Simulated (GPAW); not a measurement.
Runs of GPAW 26.7.0 on InAs. It takes space group F-43m (No. 216, cubic). The conventional cell has a = 6.036 Å, b = 6.036 Å, c = 6.036 Å, α = 90.00°, β = 90.00°, γ = 90.00°. In (site symmetry -43m) has 4 As at 2.61 Å as nearest neighbours. As (site symmetry -43m) has 4 In at 2.61 Å as nearest neighbours. 

```csv
task,level,cell,optimizer,fmax,max steps,convergence,gap on the mesh (eV),pressure (GPa),relaxed volume (Å³/atom)
relaxation of cell and atoms,PBEsol+D3(BJ),relaxed,BFGS,0.02 eV/Å,60,density=1e-05 forces=0.0001,none,0.0,(a)
relaxation of cell and atoms,PBEsol+D4,relaxed,BFGS,0.02 eV/Å,60,density=1e-05 forces=0.0001,none,0.0,27.58
relaxation of cell and atoms,PBEsol+D3(BJ)+ATM,relaxed,BFGS,0.02 eV/Å,60,density=1e-05 forces=0.0001,none,0.0,27.33
relaxation of cell and atoms,PBEsol,relaxed,BFGS,0.02 eV/Å,60,density=1e-05 forces=0.0001,none,0.0,28.08
single point,PBEsol,"atoms moved at random, drawn with an rms of 0.05 Å",-,-,-,-,none,1.3,-
relaxation of cell and atoms,PBEsol+D3,relaxed,BFGS,0.02 eV/Å,60,density=1e-05 forces=0.0001,none,0.1,(b)
single point,PBEsol,as given,-,-,-,-,none,1.3,-
```

Alike in all rows: potentials or basis PAW data sets generated in the run's folder for this functional, pw; no spin polarisation; k mesh 8 × 8 × 8; cutoff (eV) 600; smearing fermi-dirac 0.05 eV.

Task: Fill in the values left out.

Result: (a) 27.25; (b) 27.50.

Caveats: later steps reuse the first step's grids (some runs); pairwise dispersion overbinds metals, which lowers pressure and volume (some runs); this crystal is a semiconductor, whose small gap the functional closes, so the metal is an error of the method (some runs).

A k mesh can miss the band edges, and the runs leave out spin-orbit coupling on As, In.

A gap of «none» marks a metal or a gap under the smearing width.
